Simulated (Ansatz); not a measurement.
## Zr: energy less free atoms and pressure against volume scale

Periodic Kohn-Sham DFT of a crystal at fixed atoms, scaled to volume_scale times the given cell; pressure positive in compression, energy less spherical unpolarised free atoms, largest_vzz the field gradient of largest size among the nuclei. The results are calculated, by Ansatz 0.2.0.

The cell before it is scaled or strained (space group Im-3m, No. 229):
```
cell vectors (Å)
  -1.8100     1.8100     1.8100
   1.8100    -1.8100     1.8100
   1.8100     1.8100    -1.8100
atoms (fractions of the cell vectors)
Zr  0.00000  0.00000  0.00000
```

Settings of every row: method all-electron LAPW; functional LDA; relativity scalar; k mesh 16x16x16; filling fermi-dirac; smearing width 0.03 eV; basis error target 0.5 meV/atom; nucleus gaussian.

Atom start moment: 0 on all atoms.

```csv
row,volume scale,V (Å³/atom),energy less free atoms (eV/atom),pressure (GPa)
1,0.94,22.296,-8.0223,-4.939
2,0.96,22.77,-8.0052,-6.619
3,0.98,23.245,-7.9833,-8.147
4,0.99,23.482,?,?
5,1,23.719,-7.9571,-9.535
6,1.01,23.956,-7.9425,-10.181
7,1.02,24.193,-7.9269,-10.797
8,1.04,24.668,-7.8932,-11.951
9,1.06,25.142,-7.8563,-13.007
```

Question: what energy less free atoms and pressure should row 4 give?

Worked fit of energy less free atoms. Take u = (V_r/V)^(2/3) − 1 with V_r = 23.837 Å³ an atom, which is twice the finite (Eulerian) strain; such expansions in the strain, on which the Birch-Murnaghan equation of state is built, carry the rest volume and the bulk modulus. The shown rows have u = 0.04556, 0.031, 0.01691, 0.00331, -0.00331, -0.00983, -0.02259, -0.03491. Least squares give energy less free atoms = −7.94992 − 2.2063 × u + 13.579 × u² eV/atom; a straight line predicts inner rows, each left out in turn, worse (root mean square 0.007 against 5.8e-05 eV/atom). The rows lie off it by 0.0000, 0.0001, 0.0000, 0.0000, 0.0000, 0.0000, 0.0000, 0.0000. The withheld row has u = 0.01005, so the fit gives −7.94992 − 2.2063 × (0.01005) + 13.579 × (0.01005)² = -7.9707 eV/atom.

The calculation gave -7.9707 eV/atom. The fit meets it to the printed digit.

Worked fit of pressure. Take u = (V_r/V)^(2/3) − 1 with V_r = 23.837 Å³ an atom, which is twice the finite (Eulerian) strain; such expansions in the strain, on which the Birch-Murnaghan equation of state is built, carry the rest volume and the bulk modulus. The shown rows have u = 0.04556, 0.031, 0.01691, 0.00331, -0.00331, -0.00983, -0.02259, -0.03491. Least squares give pressure = −9.8597 + 97.47 × u + 219.3 × u² + 264 × u³ GPa; a parabola predicts inner rows, each left out in turn, worse (root mean square 0.0044 against 0.0013 GPa). The rows lie off it by 0.000, 0.001, 0.000, 0.000, -0.001, 0.000, 0.002, -0.001. The withheld row has u = 0.01005, so the fit gives −9.8597 + 97.47 × (0.01005) + 219.3 × (0.01005)² + 264 × (0.01005)³ = -8.858 GPa.

The calculation gave -8.858 GPa. The fit meets it to the printed digit.
